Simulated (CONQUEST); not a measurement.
## Nb in CONQUEST: convergence with smearing width

Crystal: Nb.

```xyz
2
Lattice="3.3279 0.0000 0.0000 0.0000 3.3279 0.0000 0.0000 0.0000 3.3279" Properties=species:S:1:pos:R:3 pbc="T T T"
Nb    0.0047   -0.0331   -0.0175
Nb    1.6791    1.7017    1.6479
```

The cell isn't the ideal one: atoms moved at random.

* Program: CONQUEST 1.3
* Task: convergence study
* Functional: PBE
* Potentials or basis: PseudoDojo NC PBE, SZP, grid cutoff 120 Ha
* k mesh: 8 × 8 × 8
* Occupations: methfessel-paxton, width 0.4 eV
* Spin: no spin polarisation

These are the settings of the first run; the series varies smearing width, with any setting tied to it.

Hardware: 1 thread of Intel(R) Xeon(R) Platinum 8488C (Sapphire Rapids), on a shared host.

Problem. The values tried are 0.4 eV, 0.3 eV, 0.2 eV, 0.1 eV, 0.05 eV, 0.025 eV, 0.01 eV, 0.005 eV, loosest first. From which on does the energy stay within 1 meV/atom of the tightest run that finished?

Solution. From 0.1 eV on.

```tsv
smearing width	energy less the tightest run (meV/atom)	pressure (GPa)	largest force (eV/Å)	SCF cycles	CPU time (s)	peak memory (GiB)
0.4 eV	0.21	2.35	0.616	7	41	0.38
0.3 eV	2.00	2.21	0.610	7	41	0.38
0.2 eV	1.71	2.02	0.611	7	41	0.38
0.1 eV	0.36	1.82	0.620	7	43	0.38
0.05 eV	0.06	1.75	0.611	7	43	0.38
0.025 eV	-0.01	1.69	0.616	7	42	0.38
0.01 eV	0.00	1.70	0.616	8	52	0.38
0.005 eV	0.00	1.70	0.616	8	53	0.38
```

Against the tightest run, the pressure stays within 0.1 GPa from 0.05 eV on; the largest force stays within 0.005 eV/Å from 0.2 eV on. Narrower smearing needs a denser k mesh, so at a fixed mesh the narrowest width isn't the most accurate. The tightest run that finished is the yardstick and may itself not be fully converged.

Caveat, for the tightest run too: the atomic basis is small; the basis of atomic orbitals isn't converged, which shifts pressures, moduli and gaps.
